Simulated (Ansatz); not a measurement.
# MnO (Fm-3m) in Ansatz: notebook, part 2 of 2

Ansatz 0.2.0. The steps go on from the part before.

## (3) Single point, HSE06, collinear spin, ferromagnetic start, 10.34 Å³/atom (volume scaled by 0.94)

The input, input:

```
crystal:
  lattice:
    - [0.0, 2.1785090927, 2.1785090927]
    - [2.1785090927, 0.0, 2.1785090927]
    - [2.1785090927, 2.1785090927, 0.0]
  atoms:
    - { symbol: Mn, position: [0.0, 0.0, 0.0], spin: 4.0 }
    - { symbol: O, position: [0.5, 0.5, 0.5] }
hamiltonian:
  xc: hse06
  pseudopotentials: { kind: paw }
magnetization:
  spin_polarized: true
kpoints:
  mp_grid: { grid: [6, 6, 6] }
scf:
  occupations: { method: fermi_dirac, width: 0.05 }
output:
  forces: true
  stress: true
  eigenvalues: true
```

Potentials or basis: Ansatz PAW.

Standard output:

```text
Warning: output.stress: scf.convergence.dr2_threshold = 1e-7 eV (the SCF's general default) is looser than the 2e-10 eV advised for a printed stress (1e-10 eV for each atom of the cell: 2). What an SCF threshold leaves in a stress goes as its square root, and in the free energy as the threshold itself, and one threshold admits the most on a small cell: of the crystals measured, under no hybrid functional and no lock of the moments, on runs that ended without the residual-converged pass, on stresses that held no estimate of that error, the worst erred by over 100 MPa in a component at 1e-7 eV an atom and by under 5 at 1e-10. Set scf.convergence.dr2_threshold to 2e-10 eV or tighter. The threshold is an SCF's pass mark: one that does not reach it within its budget of iterations ends unconverged, or closes short of it on a stop that the run arms, and scf.convergence.dr2_threshold's page says what that costs each kind of run
Warning: output.stress: scf.exx.energy_threshold = 1e-6 eV is looser than the 2e-8 eV advised for a stress under a hybrid functional (1e-8 eV for each atom of the cell: 2). Every SCF of the exchange loop can meet its threshold on dr2 while the loop round them stops early: no threshold on dr2 bounds what that leaves in the stress. Set scf.exx.energy_threshold to 2e-8 eV or tighter. The threshold is the loop's pass mark: a loop that does not reach it within its budget of cycles ends unconverged, and scf.exx.energy_threshold's page has the law
GPUs: using 1 of 1 available (devices: 1).
Engine: ansatz 0.2.0, x86_64-unknown-linux-gnu
Pseudopotentials: kind: paw
Pseudopotential: Mn, paw, valence charge 15, recommended cutoff 420 eV (normal), Mn.paw.azcp
Pseudopotential: O, paw, valence charge 6, recommended cutoff 420 eV (normal), O.paw.azcp
Functional definition: HSE06
  parameter a = 0.25
  parameter omega = 0.11/bohr
  exchange = pbe_x - a*pbe_x_sr(omega) + a*exact_x_sr(omega)
  correlation = pbe_c
device memory: the entry about to start is reckoned to put 0.7 GiB on a device that reports 37.2 GiB free (of which the cap on the GPU budget leaves the run 18.0 GiB)
GPU FFT provider: cuFFT
GPU libraries: cuBLAS 13.8.2, cuFFT 12.4.0, cuSOLVER 12.3.4
Crystal: 2 atoms, lattice volume = 20.678 Å³
Basis set: ecut = 420 eV, 411 PW (Γ), exchange–correlation on 48×48×48 points (8 copies of the dense FFT grid, shifted against one another)
Bands: 17, of which v1, the nominal top of the filled ones, is band 11 counted from 1 (10 counted from 0)
Symmetry: 48 space group operations
Space group: Fm-3m (ITA 225), of the structure as read, at distance tolerance 2.7e-5 Å
Magnetic group: BNS 225.116 (UNI 1618), of the structure as read, at distance tolerance 2.7e-5 Å
k-points: 16 of 216
Non-local potential: Mn, projectors of the file, l = 0: 3, l = 1: 2, l = 2: 3, l = 3: 1
Non-local potential: O, projectors of the file, l = 0: 2, l = 1: 2, l = 2: 1
PAW form: soft (Blöchl's): semilocal exchange-correlation on the pseudo side does not see the compensation charge
PAW frozen core: Mn, regenerated for the run's functional, and the local potential with it (the file was generated under x = pbe(κ = 0.804, μ = 0.2195149727645171), c = pbe(β = 0.06672455060314922))
PAW frozen core: O, regenerated for the run's functional, and the local potential with it (the file was generated under x = pbe(κ = 0.804, μ = 0.2195149727645171), c = pbe(β = 0.06672455060314922))
PAW one-centre angular grid: Mn, 590 points (default); XC on 64 Gauss nodes
[... 79 lines left out ...]
hybrid SCF converged: 3 outer / 14 inner (+13 warm-up), last move |dexx| = 4.96e-9 eV, tail = 9.31e-9 eV
Magnetization: 5.0000 μB (13.0000 up, 8.0000 down)
Absolute magnetization: 5.0000 μB (∫|ρ↑−ρ↓|, with the PAW one-centre terms)
Spin contamination: 0.0031 ħ² per cell (⟨S²⟩ above its minimum at these occupations)
Per-site moments (μB) at R_I (Å): [(4.25542941139428, 0.89863500073875), (0.2458909795794319, 0.89863500073875)]
Free energy (F): -4466.365258 eV
Frozen-core exchange: fock
Harris-Foulkes:  -4466.365258 eV  (|F-HF|=8.37e-11)
Internal energy: -4466.365258 eV  (E = F + TS)
E sigma→0 (E₀):  -4466.365258 eV
Entropy (-TS):   -0.000000 eV (-0.000 meV/atom)
Fermi energy:    14.087452 eV
--- Per-component energies (eV) ---
  E_band       = -280.973894
  E_kinetic    = 477.638630
  E_local      = -2167.840945  (includes V_loc(G=0)·N_el)
  E_nonlocal   = 305.178955
  E_hartree    = 874.851770
  E_xc         = -148.240774
  E_vxc        = -187.814441  (∫ρ·V_xc dr)
  E_exx        = -87.025397  (= α·E_x^exact, valence–valence)
  E_paw        = -1419.151018  (= ΣΔE_a)
  E_vpaw       = -283.789330  (= ΣTr[D̂ρ^β])
  E_aug_tail   = 0.002374  (compensation charges beyond the density's cutoff)
  E_ewald      = -2301.555631
  E_core_change = -0.223223  (= ΣΔE_core)
  E_smearing   = -0.000000  (= −TS)
  E_closure    = 0.000000  (closes the sum)
  Σ components = -4466.365258   (vs F -4466.365258, Δ=0.00e0)
--- Forces (eV/Å), atoms counted from 1 ---
  atom   1  Mn    -0.00000000    -0.00000000    -0.00000000
  atom   2  O      0.00000000    -0.00000000    -0.00000000
  max |Σ_I F_I| component: 2.00e-28 eV/Å
--- Stress (GPa, compression-positive) ---
       12.581006       0.000000      -0.000000
       -0.000000      12.581006      -0.000000
       -0.000000       0.000000      12.581006
  P = ⅓ Tr σ = 12.5810 GPa (125.810 kbar)
--- Band table (eV; the first three rows and the last of 32) ---
  k-point 0 ↑: bands = ["-73.0326", "-40.4479", "-40.4479", "-40.4479", "-8.8889", "9.0926", "9.0926", "9.0926", "9.4202", "9.4202", "9.4202", "9.5023", "9.5023", "14.7112", "29.2031", "32.0386", "32.0386"]
  k-point 1 ↑: bands = ["-73.0302", "-40.4701", "-40.4508", "-40.4508", "-8.6198", "7.2871", "7.7557", "7.7557", "9.3621", "9.3621", "9.8517", "11.2719", "11.2719", "16.3102", "26.9701", "31.1014", "31.1014"]
  k-point 2 ↑: bands = ["-73.0253", "-40.5143", "-40.4565", "-40.4565", "-8.0293", "5.0576", "6.6079", "6.6079", "9.8324", "9.8324", "10.4098", "12.7534", "12.7534", "18.2783", "24.3896", "28.7036", "28.7036"]
  k-point 15 ↓: bands = ["-66.7290", "-33.7490", "-33.7169", "-33.7013", "-7.0251", "6.8780", "8.0126", "8.2062", "16.4160", "18.7172", "19.0305", "19.5291", "19.6872", "24.2375", "25.3037", "27.0661", "29.6825"]
```

It took 53 s on 1 × NVIDIA H100 80GB HBM3 with 2 threads of AMD EPYC 7R13 (Zen 3), shared host; peak memory 1.6 GiB.

What came out:

- Free energy: -4466.3653 eV
- Pressure: 12.6 GPa
- Band gap on the k mesh: 1.36 eV, indirect (least direct gap 4.20 eV)
- Net moment: 5.00 μB per cell
- Absolute moment: 5.00 μB per cell
- Site moments: Mn +4.26; O +0.25 μB

Caveat: the magnetic or orbital state may not be the lowest; the pressure holds a Pulay correction of +0.6 GPa for the finite cutoff; a cell with one magnetic atom can't hold antiferromagnetic order, which such compounds often take; the PAW data sets come from PBE, with cores solved anew for the run's functional, which leaves a small shift of forces and pressure; the thresholds are loose for stress.

## (4) Single point, HSE06, collinear spin, ferromagnetic start, 10.56 Å³/atom (volume scaled by 0.96)

Changes to input since step 3:

```diff
@@ -2,5 +2,5 @@
   lattice:
-    - [0.0, 2.1785090927, 2.1785090927]
-    - [2.1785090927, 0.0, 2.1785090927]
-    - [2.1785090927, 2.1785090927, 0.0]
+    - [0.0, 2.1938512115, 2.1938512115]
+    - [2.1938512115, 0.0, 2.1938512115]
+    - [2.1938512115, 2.1938512115, 0.0]
   atoms:
@@ -21 +21,5 @@
   eigenvalues: true
+  write_density: true
+  write_potential: true
+  elf: true
+  volumetric_format: npy
```

It took 41 s on 1 × NVIDIA H100 80GB HBM3 with 2 threads of AMD EPYC 7R13 (Zen 3), shared host; peak memory 1.6 GiB.

The run converged. Its results:

| Item | Value |
| --- | --- |
| Free energy | -4466.3934 eV |
| Pressure | 8.2 GPa |
| Band gap on the k mesh | 1.32 eV, indirect (least direct gap 4.35 eV) |
| Net moment | 5.00 μB per cell |
| Absolute moment | 5.00 μB per cell |
| Site moments | Mn +4.27; O +0.24 μB |

Caveat: the magnetic or orbital state may not be the lowest; the pressure holds a Pulay correction of +0.6 GPa for the finite cutoff; a cell with one magnetic atom can't hold antiferromagnetic order, which such compounds often take; the PAW data sets come from PBE, with cores solved anew for the run's functional, which leaves a small shift of forces and pressure; the thresholds are loose for stress.

## (5) Single point, HSE06, collinear spin, ferromagnetic start, 10.78 Å³/atom (volume scaled by 0.98)

The input, input:

```
crystal:
  lattice:
    - [0.0, 2.208981698, 2.208981698]
    - [2.208981698, 0.0, 2.208981698]
    - [2.208981698, 2.208981698, 0.0]
  atoms:
    - { symbol: Mn, position: [0.0, 0.0, 0.0], spin: 4.0 }
    - { symbol: O, position: [0.5, 0.5, 0.5] }
hamiltonian:
  xc: hse06
  pseudopotentials: { kind: paw }
magnetization:
  spin_polarized: true
kpoints:
  mp_grid: { grid: [6, 6, 6] }
scf:
  occupations: { method: fermi_dirac, width: 0.05 }
output:
  forces: true
  stress: true
  eigenvalues: true
```

Wall time 31 s (1 × NVIDIA H100 80GB HBM3 with 2 threads of AMD EPYC 7R13 (Zen 3), shared host); peak memory 1.6 GiB.

Results (log left out):

```yaml
Free_energy: -4466.4105 eV
Pressure: 4.3 GPa
Band_gap_on_the_k_mesh: 1.28 eV, indirect (least direct gap 4.22 eV)
Net_moment: 5.00 μB per cell
Absolute_moment: 5.00 μB per cell
Site_moments: Mn +4.29; O +0.23 μB
```

Caveat: the magnetic or orbital state may not be the lowest; the pressure holds a Pulay correction of +0.6 GPa for the finite cutoff; a cell with one magnetic atom can't hold antiferromagnetic order, which such compounds often take; the PAW data sets come from PBE, with cores solved anew for the run's functional, which leaves a small shift of forces and pressure; the thresholds are loose for stress.

## (6) Single point, HSE06, collinear spin, ferromagnetic start, 11.00 Å³/atom

Changes to input since step 5:

```diff
@@ -2,5 +2,5 @@
   lattice:
-    - [0.0, 2.208981698, 2.208981698]
-    - [2.208981698, 0.0, 2.208981698]
-    - [2.208981698, 2.208981698, 0.0]
+    - [0.0, 2.2239077028, 2.2239077028]
+    - [2.2239077028, 0.0, 2.2239077028]
+    - [2.2239077028, 2.2239077028, 0.0]
   atoms:
```

Potentials or basis: Ansatz PAW.

Wall time 50 s (1 × NVIDIA H100 80GB HBM3 with 2 threads of AMD EPYC 7R13 (Zen 3), shared host); peak memory 1.6 GiB.

The run converged. Its results:

- Free energy: -4466.4179 eV
- Pressure: 0.8 GPa
- Band gap on the k mesh: 1.24 eV, indirect (least direct gap 4.05 eV)
- Net moment: 5.00 μB per cell
- Absolute moment: 5.00 μB per cell
- Site moments: Mn +4.31; O +0.22 μB

Caveat: the magnetic or orbital state may not be the lowest; the pressure holds a Pulay correction of +0.6 GPa for the finite cutoff; a cell with one magnetic atom can't hold antiferromagnetic order, which such compounds often take; the PAW data sets come from PBE, with cores solved anew for the run's functional, which leaves a small shift of forces and pressure; the thresholds are loose for stress.

## (7) Single point, HSE06, collinear spin, ferromagnetic start, 11.22 Å³/atom (volume scaled by 1.02)

Changes to input since step 6:

```diff
@@ -2,5 +2,5 @@
   lattice:
-    - [0.0, 2.2239077028, 2.2239077028]
-    - [2.2239077028, 0.0, 2.2239077028]
-    - [2.2239077028, 2.2239077028, 0.0]
+    - [0.0, 2.2386359976, 2.2386359976]
+    - [2.2386359976, 0.0, 2.2386359976]
+    - [2.2386359976, 2.2386359976, 0.0]
   atoms:
```

Wall time 36 s (1 × NVIDIA H100 80GB HBM3 with 2 threads of AMD EPYC 7R13 (Zen 3), shared host); peak memory 1.6 GiB.

Results (log left out):

```
Free energy            : -4466.4150 eV
Pressure               : -2.4 GPa
Band gap on the k mesh : 1.20 eV, indirect (least direct gap 3.89 eV)
Net moment             : 5.00 μB per cell
Absolute moment        : 5.00 μB per cell
Site moments           : Mn +4.32; O +0.22 μB
```

Caveat: the magnetic or orbital state may not be the lowest; the pressure holds a Pulay correction of +0.6 GPa for the finite cutoff; a cell with one magnetic atom can't hold antiferromagnetic order, which such compounds often take; the PAW data sets come from PBE, with cores solved anew for the run's functional, which leaves a small shift of forces and pressure; the thresholds are loose for stress.

## (8) Single point, HSE06, collinear spin, ferromagnetic start, 11.44 Å³/atom (volume scaled by 1.04)

Changes to input since step 7:

```diff
@@ -2,5 +2,5 @@
   lattice:
-    - [0.0, 2.2386359976, 2.2386359976]
-    - [2.2386359976, 0.0, 2.2386359976]
-    - [2.2386359976, 2.2386359976, 0.0]
+    - [0.0, 2.2531730023, 2.2531730023]
+    - [2.2531730023, 0.0, 2.2531730023]
+    - [2.2531730023, 2.2531730023, 0.0]
   atoms:
```

It took 29 s on 1 × NVIDIA H100 80GB HBM3 with 2 threads of AMD EPYC 7R13 (Zen 3), shared host; peak memory 1.6 GiB.

The run converged. Its results:

```yaml
Free_energy: -4466.4048 eV
Pressure: -5.2 GPa
Band_gap_on_the_k_mesh: 1.17 eV, indirect (least direct gap 3.73 eV)
Net_moment: 5.00 μB per cell
Absolute_moment: 5.00 μB per cell
Site_moments: Mn +4.34; O +0.21 μB
```

Caveat: the magnetic or orbital state may not be the lowest; the pressure holds a Pulay correction of +0.6 GPa for the finite cutoff; a cell with one magnetic atom can't hold antiferromagnetic order, which such compounds often take; the PAW data sets come from PBE, with cores solved anew for the run's functional, which leaves a small shift of forces and pressure; the thresholds are loose for stress.

## (9) Single point, HSE06, collinear spin, ferromagnetic start, 11.66 Å³/atom (volume scaled by 1.06)

Changes to input since step 8:

```diff
@@ -2,5 +2,5 @@
   lattice:
-    - [0.0, 2.2531730023, 2.2531730023]
-    - [2.2531730023, 0.0, 2.2531730023]
-    - [2.2531730023, 2.2531730023, 0.0]
+    - [0.0, 2.2675248097, 2.2675248097]
+    - [2.2675248097, 0.0, 2.2675248097]
+    - [2.2675248097, 2.2675248097, 0.0]
   atoms:
```

Potentials or basis: Ansatz PAW.

Run time: 30 s. Hardware: 1 × NVIDIA H100 80GB HBM3 with 2 threads of AMD EPYC 7R13 (Zen 3), shared host; peak memory 1.6 GiB.

Results (log left out):

```
Free energy            : -4466.3869 eV
Pressure               : -7.8 GPa
Band gap on the k mesh : 1.14 eV, indirect (least direct gap 3.59 eV)
Net moment             : 5.00 μB per cell
Absolute moment        : 5.00 μB per cell
Site moments           : Mn +4.35; O +0.21 μB
```

Caveat: the magnetic or orbital state may not be the lowest; the pressure holds a Pulay correction of +0.6 GPa for the finite cutoff; a cell with one magnetic atom can't hold antiferromagnetic order, which such compounds often take; the PAW data sets come from PBE, with cores solved anew for the run's functional, which leaves a small shift of forces and pressure; the thresholds are loose for stress.

## (10) Equation of state, HSE06, collinear spin, ferromagnetic start

Potentials or basis: Ansatz PAW.

This step only gathers the single runs of the series.

What came out:

```
Equilibrium volume                      : 11.05 Å³/atom
Bulk modulus                            : 163 GPa
Pressure derivative of the bulk modulus : 4.2 (rough: it moves with the points fitted)
```

Energy against volume, from the lowest point:
```
volume (Å³/atom)  energy (meV/atom)
          10.339              26.30
          10.559              12.22
          10.779               3.68
          10.999               0.00
          11.219               1.40
          11.439               6.54
          11.659              15.47
```

Caveat: the k mesh is coarse (spacing up to 0.41 Å⁻¹), so the values aren't converged, least of all with exact exchange; the magnetic or orbital state may not be the lowest; the PAW data sets were made with another functional, which shifts forces and pressure a little.
